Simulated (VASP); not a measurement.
C:

```
C
1.0
     2.52210    0.00000    0.00000
    -1.26105    2.18420    0.00000
     0.00000    0.00000    8.23710
C
8
Direct
  0.66667 0.33333 0.84375
  0.33333 0.66667 0.34375
  0.66667 0.33333 0.65625
  0.33333 0.66667 0.15625
  0.00000 0.00000 0.90625
  0.00000 0.00000 0.40625
  0.00000 0.00000 0.59375
  0.00000 0.00000 0.09375
```

This is a hexagonal form of diamond, not graphite.

| Property | Result |
| --- | --- |
| Program | VASP 6.6.1 |
| Task | relaxation of cell and atoms |
| Functional | PW91 |
| Potentials or basis | VASP PAW PBE potentials, release 64 (C) |
| Cutoff | 600 eV |
| k mesh | 12 × 12 × 4 |
| Occupations | fermi-dirac, width 0.05 eV |
| Spin | no spin polarisation |

At the start: pressure 2.7 GPa; volume 5.67 Å³/atom.

Question: How do energy, volume and symmetry change on relaxing?

Answer: Over 6 steps the energy falls by 2.7 meV/atom and the volume is 5.71 Å³/atom (+0.6 %); space group P6_3/mmc (No. 194, to 0.05 Å).

Step by step:
| step | energy change (eV) | largest force (eV/Å) | pressure (GPa) | volume (Å³) |
| --- | --- | --- | --- | --- |
| 1 | 0.0000 | 0.3315 | 2.70 | 45.38 |
| 2 | 0.0127 | 0.4772 | -3.01 | 46.00 |
| 3 | -0.0214 | 0.0390 | 0.02 | 45.65 |
| 4 | -0.0214 | 0.0327 | 0.07 | 45.64 |
| 5 | -0.0214 | 0.0316 | -0.07 | 45.65 |
| 6 | -0.0215 | 0.0033 | -0.01 | 45.65 |

Final structure:
```
CELL_PARAMETERS angstrom
2.51892 0.00000 0.00000
-1.25946 2.18144 0.00000
0.00000 0.00000 8.30743
ATOMIC_POSITIONS crystal
C 0.66667 0.33333 0.84447
C 0.33333 0.66667 0.34447
C 0.66667 0.33333 0.65553
C 0.33333 0.66667 0.15553
C 0.00000 0.00000 0.90702
C 0.00000 0.00000 0.40702
C 0.00000 0.00000 0.59298
C 0.00000 0.00000 0.09298
```

Caveat: the PAW data sets were made with another functional, which shifts forces and pressure a little.
